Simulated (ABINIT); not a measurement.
Runs of ABINIT 10.8.3 (patched build) on Bi. It takes space group Im-3m (No. 229, cubic). Conventional cell: a = 3.963 Å, b = 3.963 Å, c = 3.963 Å, α = 90.00°, β = 90.00°, γ = 90.00°. Bi (site symmetry m-3m) has 8 Bi at 3.43 Å as nearest neighbours. This isn't the form of Bi at room conditions, which is rhombohedral.

```tsv
task	level	potentials or basis	cell	k mesh	cutoff (eV)	smearing	cell freedom (optcell)	optimiser (ionmov)	cutoff smearing ecutsm (Ha)	force stop (Ha/bohr)	bands in the sums	gap on the mesh (eV)	pressure (GPa)	relaxed volume (Å³/atom)
relaxation of cell and atoms	PBEsol	PseudoDojo NC SR PBEsol v0.4.1 standard	relaxed	7 × 7 × 7	898	fermi-dirac 0.05 eV	2	2	0.5	2e-05	-	none	0.0	30.62
optical spectrum	LDA	PseudoDojo NC SR LDA v0.4.1 standard	as given	12 × 12 × 12, with 2 shifts	816	gaussian 0.2 eV	-	-	-	-	20	-	-3.8	-
relaxation of cell and atoms	LDA	PseudoDojo NC SR LDA v0.4.1 standard	relaxed	7 × 7 × 7	952	fermi-dirac 0.05 eV	2	2	0.5	2e-05	-	none	0.0	29.90
single point	PBEsol	PseudoDojo NC SR PBEsol v0.4.1 standard	as given	7 × 7 × 7	789	fermi-dirac 0.05 eV	-	-	-	-	-	none	(c)	-
phonons at a zone-boundary q	LDA	PseudoDojo NC SR LDA v0.4.1 standard	as given	10 × 10 × 10	816	gaussian 0.136 eV	-	-	-	-	-	none	(a)	-
optical spectrum	LDA	PseudoDojo NC SR LDA v0.4 stringent	as given	12 × 12 × 12, with 2 shifts	871	cold (ABINIT) 0.2 eV	-	-	-	-	24	-	(b)	-
single point	LDA	PseudoDojo NC SR LDA v0.4 stringent	as given	7 × 7 × 7	871	fermi-dirac 0.05 eV	-	-	-	-	-	none	-7.2	-
single point	LDA	PseudoDojo NC SR LDA v0.4.1 standard	as given	7 × 7 × 7	816	fermi-dirac 0.05 eV	-	-	-	-	-	none	-2.8	-
```

Alike in all rows: no spin polarisation.

Q: Fill in the values left out.

A: (a) -3.6; (b) -8.3; (c) -1.8.

Caveats: spin-orbit coupling is left out, which moves the levels of the heavy elements; the intraband (Drude) term is left out (some runs); spectra need much finer meshes, so this one isn't converged (some runs); some modes are imaginary (some runs).

A k mesh can miss the band edges, and the runs leave out spin-orbit coupling on Bi.

A gap of «none» marks a metal or a gap under the smearing width.

Not every run made on this cell is shown here.
